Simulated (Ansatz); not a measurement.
The calculation used DFT PBEsol, scalar-relativistic, plane waves, PAW in Ansatz.

Settings: cutoff 420 eV, Γ-centred mesh 21×21×6 on the computed 4-atom cell, Gaussian smearing of 0.10 eV; no spin polarisation.

```
CELL_PARAMETERS angstrom
1.32790 -2.19200 0.00000
1.32790 2.19200 0.00000
0.00000 0.00000 6.92880
ATOMIC_POSITIONS crystal
C 0.07914 0.92086 0.74335
C 0.57914 0.42086 0.25665
C 0.92086 0.07914 0.24125
C 0.42086 0.57914 0.75875
```

Problem. Is this geometry at equilibrium? Which atom feels the largest force?

Solution. It isn't. Atom 3 (C) feels (0.00, 1.30, 1.75) eV/Å, 2.178 eV/Å in size, and symmetry-related atoms feel the same size.

Problem. Give all forces and the stress.

Solution.
```tsv
atom	Fx	Fy	Fz
C1	0.000	-1.296	1.744
C2	0.000	-1.296	-1.744
C3	0.000	1.296	1.750
C4	0.000	1.296	-1.750
```
Stress (GPa, compression positive):
```
-66.01   0.00   0.00
  0.00 -35.93   0.00
  0.00   0.00  -0.67
```

 The cell holds layers, and where no dispersion correction was added their binding is poorly described.

This form isn't the element's structure at ambient conditions.